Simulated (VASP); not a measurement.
Elastic constants (GPa) of a crystal from PBE GGA, VASP's PBE PAW potentials (set 64) in VASP:

|  | xx | yy | zz | yz | xz | xy |
|---|---|---|---|---|---|---|
| xx | 427.0 | 115.9 | 82.1 | 0.0 | 0.0 | 0.0 |
| yy | 115.9 | 427.0 | 82.1 | 0.0 | 0.0 | 0.0 |
| zz | 82.1 | 82.1 | 462.0 | 0.0 | 0.0 | 0.0 |
| yz | 0.0 | 0.0 | 0.0 | 137.6 | 0.0 | 0.0 |
| xz | 0.0 | 0.0 | 0.0 | 0.0 | 137.6 | 0.0 |
| xy | 0.0 | 0.0 | 0.0 | 0.0 | 0.0 | 155.5 |

Question: Work out the Voigt, Reuss and Hill moduli, Young's modulus and Poisson's ratio.

Answer: All eigenvalues are positive (smallest 137.6 GPa), so the crystal is stable. K_V = (C11+C22+C33+2(C12+C13+C23))/9 = (1316.0 + 2×280.1)/9 = 208.5 GPa; G_V = (1316.0 − 280.1 + 3×430.7)/15 = 155.2 GPa. From the compliances, K_R = 208.5 GPa and G_R = 153.1 GPa. Hill: K = 208.5 GPa, G = 154.1 GPa, E = 9KG/(3K+G) = 371.0 GPa, ν = (3K−2G)/(2(3K+G)) = 0.203. K/G = 1.35, below Pugh's 1.75; universal anisotropy A^U = 0.07.

Question: With a density of 2.96 g/cm³, what are the mean sound speeds?

Answer: v_l = √((K+4G/3)/ρ) = 11.83 km/s and v_t = √(G/ρ) = 7.22 km/s. The crystal is BeO (wurtzite), hexagonal.

The compound is BeO in the wurtzite structure. It was relaxed first.
